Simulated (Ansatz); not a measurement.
Runs of Ansatz 0.2.0 on Ga. It takes space group C2/c (No. 15, monoclinic). The conventional cell has a = 2.766 Å, b = 8.053 Å, c = 3.332 Å, α = 90.00°, β = 92.02°, γ = 90.00°. Ga (site symmetry 2) has 8 Ga at 2.69 to 2.92 Å as nearest neighbours. This isn't the form of Ga at room conditions, which is orthorhombic.

| task | level | cell | cutoff (eV) | points for each segment of the path | gap on the mesh (eV) | pressure (GPa) | relaxed volume (Å³/atom) | largest force (eV/Å) |
| --- | --- | --- | --- | --- | --- | --- | --- | --- |
| single point | r2SCANh | as given | 500 | - | none | -1.7 | - | 0.40 |
| relaxation of cell and atoms | B3LYP | relaxed | 420 | - | none | 0.0 | (b) | - |
| relaxation of cell and atoms | HSE03 | relaxed | 420 | - | none | 0.0 | 18.39 | 0.01 |
| band structure | HSE03 | as given | 420 | 4 | none | (a) | - | 0.39 |
| single point | PBE0 | as given | 420 | - | none | -0.4 | - | 0.40 |

Alike in all rows: potentials or basis Ansatz PAW; no spin polarisation; k mesh 5 × 5 × 4; smearing fermi-dirac 0.05 eV; the mesh is coarse, so values aren't converged.

Problem. Estimate the missing entries.

Solution. (a) 0.2; (b) 20.14.

Caveats: all runs use coarse meshes; the PAW data sets come from PBE, with cores solved anew for the run's functional, which leaves a small shift of forces and pressure; the thresholds are loose for stress (some runs); the plane-wave basis is chosen anew once the cell has moved, so the energies of steps on either side of that aren't comparable (some runs).

A k mesh can miss the band edges, and the runs leave out spin-orbit coupling on Ga.

A gap of «none» marks a metal or a gap under the smearing width.
